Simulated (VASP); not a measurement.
The system is TiTe.

```xyz
2
Lattice="0.0000 3.0501 3.0501 3.0501 0.0000 3.0501 3.0501 3.0501 0.0000" Properties=species:S:1:pos:R:3 pbc="T T T"
Ti    3.0501    3.0501    3.0501
Te    0.0000    0.0000    0.0000
```

The cell comes from a database or a generator and needn't be the stable form of this composition.

```yaml
Program: VASP 6.6.1
Task: relaxation of cell and atoms
Functional: PBEsol
Potentials_or_basis: VASP PAW PBE potentials, release 64 (Ti_sv, Te)
Cutoff: 600 eV
k_mesh: 8 × 8 × 8
Occupations: fermi-dirac, width 0.05 eV
Spin: no spin polarisation
```

At the start: pressure -13.0 GPa; volume 28.37 Å³/atom.

Where does the relaxation end?

Over 3 steps the energy falls by 358.9 meV/atom and the volume is 21.56 Å³/atom (-24.0 %); space group Fm-3m (No. 225, to 0.05 Å).

The path:
```tsv
step	energy change (eV)	largest force (eV/Å)	pressure (GPa)	volume (Å³)
1	0.0000	0.0000	-13.01	56.75
2	-0.6365	0.0000	8.32	39.85
3	-0.7178	0.0000	0.00	43.13
```

Final structure:
```yaml
crystal:
  lattice:
    - [0.00000, 2.78343, 2.78343]
    - [2.78343, 0.00000, 2.78343]
    - [2.78343, 2.78343, 0.00000]
  atoms:
    - { symbol: Ti, position: [0.50000, 0.50000, 0.50000] }
    - { symbol: Te, position: [0.00000, 0.00000, 0.00000] }
```

Caveat: the volume moved by over 15 % at a fixed basis, so the end points are rough; the PAW data sets were made with another functional, which shifts forces and pressure a little.
